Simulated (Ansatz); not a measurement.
Crystal: BaTiO3.

```xyz
5
Lattice="4.0073 0.0000 0.0000 0.0000 4.0073 0.0000 0.0000 0.0000 4.0073" Properties=species:S:1:pos:R:3 pbc="T T T"
Ba    2.0398    1.8245    2.0304
Ti    3.7818    0.2804    3.8242
O     2.0859    0.0274    0.2221
O     0.0507    1.9715    0.2113
O     0.0563    3.9108    1.7266
```

The cell isn't the ideal one: all atoms moved at random, sigma 0.15 Å a component.

Base run:

- Program: Ansatz 0.2.0
- Functional: r2SCAN
- Potentials or basis: Ansatz PAW
- Cutoff: 500 eV (not typed: the program's choice for these potentials)
- k mesh: 7 × 7 × 7
- Occupations: fermi-dirac, width 0.05 eV
- Spin: no spin polarisation
- Hubbard terms: Ti d U = 6 eV

Its results: band gap on the k mesh 3.70 eV, indirect (least direct gap 3.85 eV); pressure 11.8 GPa; largest force 5.340 eV/Å.

Q: The run is repeated on the same cell with these changes: hubbard terms from Ti d U = 6 eV to none; hubbard projectors from ortho-atomic (the default) to none. What comes out?

A: Band gap on the k mesh 3.15 eV, indirect (least direct gap 3.33 eV); pressure 9.0 GPa; largest force 4.474 eV/Å.

The U term pushes filled and empty states of the shell apart.

Caveats: odd divisions of the mesh miss points on the zone boundary, where band edges often lie, so the gap on the mesh can be too wide; spin-orbit coupling is left out, which moves the levels of the heavy elements; the PAW data sets come from PBE, with cores solved anew for the run's functional, which leaves a small shift of forces and pressure; forces of over 1 eV/Å show positions far from the minimum, so gaps and moduli don't describe the material at rest; the density of states is complete only up to the lowest level of the last band computed.

A k mesh can miss the band edges.
